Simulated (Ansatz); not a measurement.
Tc:

```
Tc
1.0
     0.00000    1.95000    1.95000
     1.95000    0.00000    1.95000
     1.95000    1.95000    0.00000
Tc
1
Direct
  0.00000 0.00000 0.00000
```

This isn't the form of Tc at room conditions, which is hcp.

```yaml
Program: Ansatz 0.2.0
Task: relaxation of cell and atoms
Functional: LDA
Potentials_or_basis: all-electron LAPW, scalar-relativistic
Basis_error_allowed: 0.001 eV/atom
k_mesh: 12 × 12 × 12
Occupations: fermi-dirac, width 0.05 eV
Spin: no spin polarisation
```

At the start: volume 14.83 Å³/atom.

Task: Where does the relaxation end?

Result: Over 5 steps the energy falls by 66.8 meV/atom and the volume is 13.84 Å³/atom (-6.7 %); space group Fm-3m (No. 225, to 0.05 Å).

The path:
| step | energy change (eV) | largest force (eV/Å) | volume (Å³) |
| --- | --- | --- | --- |
| 1 | 0.0000 | 0.0000 | 14.83 |
| 2 | -0.0655 | 0.0000 | 13.97 |
| 3 | -0.0668 | 0.0000 | 13.84 |
| 4 | -0.0668 | 0.0000 | 13.84 |
| 5 | -0.0668 | 0.0000 | 13.84 |

Final structure:
```yaml
crystal:
  lattice:
    - [0.00000, 1.90543, 1.90543]
    - [1.90543, 0.00000, 1.90543]
    - [1.90543, 1.90543, 0.00000]
  atoms:
    - { symbol: Tc, position: [0.00000, 0.00000, 0.00000] }
```
